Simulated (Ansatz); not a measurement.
Zone-centre phonons of SiC at 79.7 GPa: input and output

Method: Ansatz 0.2.0, DFT LDA, scalar-relativistic, plane waves, PAW.

Launched with:
```bash
ansatz run input.yaml --threads 1 --pin off --max-ram 2560MiB --backend cpu --events-out ev --progress --plain --runs-dir out
```

Input (bare energies are in eV):
```yaml
crystal:
  lattice:
    - [0.0, 1.8783, 1.8783]
    - [1.8783, 0.0, 1.8783]
    - [1.8783, 1.8783, 0.0]
  atoms:
    - { symbol: C, position: [0.0, 0.0, 0.0] }
    - { symbol: Si, position: [0.5, 0.5, 0.5] }
basis:
  ecutwfc: 420
kpoints:
  mp_grid: { grid: [20, 20, 20] }
hamiltonian:
  xc: lda
scf:
  occupations: { method: fixed }
output:
  eigenvalues: true
phonons:
  method: dfpt
  dielectric: true
  rigid_motions: translations
  raman: true
  eigenvectors: true
```

The end of the output:
```
--- Phonons (Γ-DFPT): 2 representative perturbations + reference, on 641 of 8000 k-points (Σ response iterations 6) ---
  k mesh reduced under 8 symmetry operations, with k and −k counted as one. Each operation leaves every solved perturbation unchanged. A smaller set is not considered because the run solves the response ...
  ASR residual: 9.139e-5 → 0.000e0 eV/Å²; symmetrization residual: 1.413e-7 eV/Å²
  ASR residual per site (eV/Å²): 9.14e-5 9.20e-6
  Γ frequencies (cm⁻¹): 0.00 0.00 0.00 729.50 729.50 729.50
  ε∞ (high-frequency dielectric tensor):
        8.776803    -0.000000    -0.000000
        0.000000     8.776803    -0.000000
        0.000000     0.000000     8.776803
  ε⁰ (static dielectric tensor: ions relaxed, cell fixed):
       20.532768    -0.000000    -0.000000
       -0.000000    20.532768    -0.000000
        0.000000    -0.000000    20.532768
  ε⁰ − ε∞ (ionic part):
       11.755965    -0.000000     0.000000
       -0.000000    11.755965    -0.000000
        0.000000    -0.000000    11.755965
  softest optical mode at Γ: 729.50 cm⁻¹; the repairs (sum rule, projections) moved no ω² at Γ by more than (1.45 cm⁻¹)²
  Born effective charges Z* (e; rows j = field, columns β = displacement):
    site 0:
        -3.76516   -0.00000    0.00000
         0.00000   -3.76516    0.00000
        -0.00000    0.00000   -3.76516
    site 1:
         3.76516    0.00000   -0.00000
        -0.00000    3.76516   -0.00000
         0.00000   -0.00000    3.76516
  Z* charge neutrality: 5.236e-6 e pre-enforcement
  k-mesh period / interband length: 53.1 Å / 2.34 Å = 22.68 at k = (0.0000, -0.5000, -0.5000), direct gap 5.960 eV — 14 or more, which is no proof of convergence
  Raman tensors (in the event stream and the table raman_tensors.tsv): an entry may err by 9.9e-5 Å², one of the second-order susceptibility by 2.6e-20 pm/V (basis, points and sum rule); their sum over the sites missed zero by 4.588e-22 Å² ...
  optical modes at Γ without the LO–TO term, one row a degenerate level:
      ω (cm⁻¹) modes IR ((D/Å)²/amu) static Raman (Å⁴/amu) depolarisation
        729.50      3           116.6268                 0.0000               —
  optical modes at Γ + LO–TO along q̂ = [1.0000, 0.0000, 0.0000]:
      ω (cm⁻¹) modes IR ((D/Å)²/amu) static Raman (Å⁴/amu) depolarisation
        729.50      2            77.7512                 0.0000               —
       1115.79      1            38.8756                 0.0000               —
  optical modes at Γ + LO–TO along q̂ = [0.0000, 1.0000, 0.0000]:
      ω (cm⁻¹) modes IR ((D/Å)²/amu) static Raman (Å⁴/amu) depolarisation
        729.50      2            77.7512                 0.0000               —
       1115.79      1            38.8756                 0.0000               —
  optical modes at Γ + LO–TO along q̂ = [0.0000, 0.0000, 1.0000]:
      ω (cm⁻¹) modes IR ((D/Å)²/amu) static Raman (Å⁴/amu) depolarisation
        729.50      2            77.7512                 0.0000               —
       1115.79      1            38.8756                 0.0000               —
```

It took 9.8 min on 1 thread of Intel(R) Xeon(R) Processor @ 2.50GHz (Skylake/Cascade Lake) (shared host), peak memory 1.6 GiB.

The cell is the ideal cubic rocksalt prototype; this isn't the usual structure of the compound. The bands were filled as in an insulator; under compression the gap may have closed between mesh points.